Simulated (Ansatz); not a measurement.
## How far is PAW off for SiNi?

```
CELL_PARAMETERS angstrom
3.02662 -0.03027 -0.03027
-0.03274 3.27350 -0.03274
-0.04698 -0.04698 4.69776
ATOMIC_POSITIONS crystal
Si 0.50000 0.50000 0.84230
Si 0.00000 0.00000 0.15770
Ni 0.50000 0.50000 0.34422
Ni 0.00000 0.00000 0.65578
```

Atom numbers follow the list: Si1, Si2, Ni3, Ni4.

The geometry is COD entry 2300377, unchecked; take it as a test cell. The listed cell was then made from it by scaling, straining or moving an atom.

Levels of theory: DFT, LDA, PAW with Ansatz's default frozen-core files, scalar-relativistic (Ansatz 0.2.0); DFT, LDA, all-electron LAPW, scalar-relativistic (Ansatz 0.2.0).

For PAW: a Γ-centred 11×10×7 k mesh, Fermi–Dirac smearing of 0.05 eV, cutoff 420 eV, spin-polarised from start moments Ni3 1.5, Ni4 1.5 μB (the moments died away, and the run ended non-magnetic); the PAW files were made with PBE, and the program remakes their frozen cores for this functional. LAPW targets a basis error of 1 meV/atom. The Ansatz runs share mesh, smearing and spin set-up. Plane-wave (PAW) pressures include the program's estimate of the Pulay term.

Stress and pressure are positive in compression.

The change that made this cell: equal xy, yz and zx engineering shear strains of -2 %.

PAW results:

```csv
quantity,PAW
pressure (GPa),-9.68
stress xx (GPa),-8.78
stress yy (GPa),-9.42
stress zz (GPa),-10.85
stress yz (GPa),2.45
stress xz (GPa),2.50
stress xy (GPa),2.23
"force on Si1, z (eV/Å)",-0.180
"force on Ni3, z (eV/Å)",-0.178
```

Q: What does all-electron LAPW give for the same quantities?

A: 
| quantity | LAPW |
| --- | --- |
| pressure (GPa) | -9.72 |
| stress xx (GPa) | -8.79 |
| stress yy (GPa) | -9.43 |
| stress zz (GPa) | -10.93 |
| stress yz (GPa) | 2.45 |
| stress xz (GPa) | 2.50 |
| stress xy (GPa) | 2.22 |
| force on Si1, z (eV/Å) | -0.183 |
| force on Ni3, z (eV/Å) | -0.178 |
